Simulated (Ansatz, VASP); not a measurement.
## BN: VASP beside Ansatz

Contents of INCAR:

```
PREC     = Accurate       # precision mode
ENCUT    = 520            # plane-wave cutoff, eV
EDIFF    = 1E-7           # SCF threshold, eV
ISMEAR   = 0              # smearing method
SIGMA    = 0.05           # smearing width, eV
LREAL    = False          # projectors in reciprocal space
LASPH    = True           # aspherical terms in the spheres
NELM     = 100            # most SCF steps
ALGO     = Normal         # electronic algorithm
ISIF     = 2              # what is computed and relaxed
LWAVE    = False          # write WAVECAR
LCHARG   = False          # write CHGCAR
GGA      = PE             # functional
NBANDS   = 16             # bands
```

The input KPOINTS:

```
Automatic mesh
0
Gamma
  12 12 6
```

The input POSCAR:

```
BN
1.0
    2.5539396017      0.0000000000      0.0000000000
   -1.2769698009      2.2117765748      0.0000000000
    0.0000000000      0.0000000000      4.2268550000
B N
2 2
Direct
    0.6666666667      0.3333333333      0.9997240000
    0.3333333333      0.6666666667      0.4997240000
    0.6666666667      0.3333333333      0.6607633777
    0.3333333333      0.6666666667      0.1607633777
```

Input for Ansatz:

```yaml
crystal:
  lattice:
    - [2.5539396017, 0.0, 0.0]
    - [-1.2769698009, 2.2117765748, 0.0]
    - [0.0, 0.0, 4.226855]
  atoms:
    - { symbol: B, position: [0.6666666667, 0.3333333333, 0.999724] }
    - { symbol: B, position: [0.3333333333, 0.6666666667, 0.499724] }
    - { symbol: "N", position: [0.6666666667, 0.3333333333, 0.6607633777] }
    - { symbol: "N", position: [0.3333333333, 0.6666666667, 0.1607633777] }
basis:
  ecutwfc: 420
kpoints:
  mp_grid: { grid: [12, 12, 6] }
hamiltonian:
  xc: pbe
scf:
  occupations: { method: gaussian, width: 0.05 }
output:
  forces: true
  stress: true
  eigenvalues: true
```

Change from the starting cell: all N atoms moved +0.150 Å, as atom 3 along Cartesian [0 0 1].

Alike in both runs: task single point; functional PBE; k mesh 12 × 12 × 6; occupations gaussian, width 0.05 eV; no spin polarisation.

|  | VASP | Ansatz |
| --- | --- | --- |
| version | VASP 6.6.1 | Ansatz 0.2.0 |
| potentials or method | VASP PAW PBE potentials, release 64 (B, N) | scalar-relativistic, plane waves, PAW |
| plane-wave cutoff (eV) | 520 | 420 |
| valence electrons in the cell | 16 | 16 |

Ansatz gave:

| Property | Result |
| --- | --- |
| gap on the k mesh at the Fermi level (eV) | 2.87 |
| least direct gap on the mesh (eV) | 6.93 |
| pressure (GPa) | 6.3 |
| largest component of the traceless stress (GPa) | 10.04 |
| rms of the force components (eV/Å) | 2.647 |

Question: Estimate VASP's values.

Answer: gap on the k mesh at the Fermi level (eV): 2.85; least direct gap on the mesh (eV): 6.92; pressure (GPa): 6.5; largest component of the traceless stress (GPa): 10.32; rms of the force components (eV/Å): 2.654.

Atom by atom the forces differ by 0.007 eV/Å (rms over components). With one functional, cell and mesh, what is left measures potentials, basis and numerics.

Caveats: forces of over 1 eV/Å show positions far from the minimum, so gaps and moduli don't describe the material at rest. A k mesh can miss the band edges.
